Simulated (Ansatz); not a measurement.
# ZrSi2: ideal shear of a crystal plane

All numbers below come from DFT PBEsol, scalar-relativistic, plane waves, PAW in Ansatz 0.2.0. Cutoff 420 eV, Γ-centred 13×13×4 k-points, Gaussian smearing of 0.15 eV. No spin polarisation. Energies are free energies at this smearing, counted from the undisturbed cell; pressure is positive in compression.

The starting cell (relaxed at this level; it needn't be the usual structure):

```xyz
12
Lattice="-3.6743 0.0000 0.0000 0.0000 0.0000 -3.6568 0.0000 -14.5659 0.0000" Properties=species:S:1:pos:R:3 pbc="T T T"
Zr    0.0000   -5.7576   -0.9142
Zr   -1.8371  -13.0406   -0.9142
Zr    0.0000   -8.8082   -2.7426
Zr   -1.8371   -1.5253   -2.7426
Si    0.0000   -0.7860   -0.9142
Si   -1.8371   -8.0689   -0.9142
Si    0.0000  -13.7799   -2.7426
Si   -1.8371   -6.4970   -2.7426
Si    0.0000  -10.9278   -0.9142
Si   -1.8371   -3.6448   -0.9142
Si    0.0000   -3.6381   -2.7426
Si   -1.8371  -10.9210   -2.7426
```

The cut lies on the cell's a–b face, a (0 -1 0) plane (indices in the standard cell, whose axes needn't be the Cartesian ones shown) of area 13.44 Å², between layers 1.57 Å apart. Vector c is tilted by f times 0·a + 1·b (length 3.657 Å) with the atoms' Cartesian places fixed: one unrelaxed fault a cell. The traction is dγ/du, the slope of γ against the slip u in Å. Some rows repeat others by symmetry and weren't run.

```
     f  γ (mJ/m²) traction (GPa)
0.0000          0             0.0
0.1000        517            30.2
0.2000       2400            75.5
0.3000       6061           120.4
0.4000      10399           103.1
0.5000      12530             0.0
0.6000      10399          -103.1
0.7000       6061          -120.4
0.8000       2400           -75.5
0.9000        517           -30.2
```

Question: Read off the first barrier and the stress needed to climb it, and compare with Frenkel's sinusoid.

Answer: The first sampled maximum lies at f = 0.500, a slip of 1.83 Å, with γ ≈ 12530 mJ/m², which stands in for the unstable fault energy γ_us, and the steepest sampled slope before it is 120.4 GPa. A sinusoid γ = γ_us sin²(πu/λ) with its maximum there has λ = 3.66 Å and a largest slope πγ_us/λ = 107.7 GPa (1 mJ/m² per Å = 0.01 GPa).

Question: Is there a metastable fault on this line?

Answer: Apart from points where γ returns to about zero, no local minimum shows among the samples, so at this sampling the line offers no fault for a dislocation to split on; a fault can still lie off the line.

The cut is rigid; relaxing the faces lowers these energies and usually the stresses.

In a metal these slopes depend on the k mesh and the smearing.

Cost: 6 runs of about 6.4 core-minutes in all, on Intel Xeon 6975P-C (Granite Rapids) (shared hosts).